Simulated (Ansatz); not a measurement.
# ZrS2: the cost of one run

Method: DFT PBEsol+D3(BJ), scalar-relativistic, plane waves, PAW, in Ansatz 0.2.0.

### Step 1. The structure to begin with

Symmetry: P-3m1, No. 164, trigonal system. The conventional cell has a = 3.630 Å, b = 3.630 Å, c = 5.850 Å, α = 90.00°, β = 90.00°, γ = 120.00°. Zr (site symmetry -3m) has 6 S at 2.55 Å as nearest neighbours. S (site symmetry 3m) has 3 Zr at 2.55 Å as nearest neighbours.

Structure file:

```
Zr S
1.0
     3.63000    0.00000    0.00000
    -1.81500    3.14367    0.00000
     0.00000    0.00000    5.85000
Zr S
1 2
Direct
  0.00000 0.00000 0.00000
  0.33333 0.66667 0.24920
  0.66667 0.33333 0.75080
```

Source of the structure: the Crystallography Open Database.

### Step 2. Quick check of gap, pressure and forces

The input, input.yaml:

```yaml
crystal:
  lattice:
    - [3.6299990406, 0.0, 0.0]
    - [-1.8149995203, 3.1436713848, 0.0]
    - [0.0, 0.0, 5.85]
  atoms:
    - { symbol: Zr, position: [0.0, 0.0, 0.0] }
    - { symbol: S, position: [0.3333333333, 0.6666666667, 0.2492] }
    - { symbol: S, position: [0.6666666667, 0.3333333333, 0.7508] }
basis:
  ecutwfc: 420
kpoints:
  mp_grid: { grid: [6, 6, 4] }
hamiltonian:
  xc: pbesol
  dispersion: d3bj
scf:
  occupations: { method: gaussian, width: 0.1 }
output:
  forces: true
  stress: true
  eigenvalues: true
```

On the command line:

```
ansatz run input.yaml --threads 1 --pin off --max-ram 2560MiB --backend cpu --events-out ev --progress --plain --runs-dir out
```

**Question.** How long does this run take on 1 thread of Arm Neoverse V2, shared host, and how much memory does it need?

About 1.3 s, with a peak of 0.32 GiB.
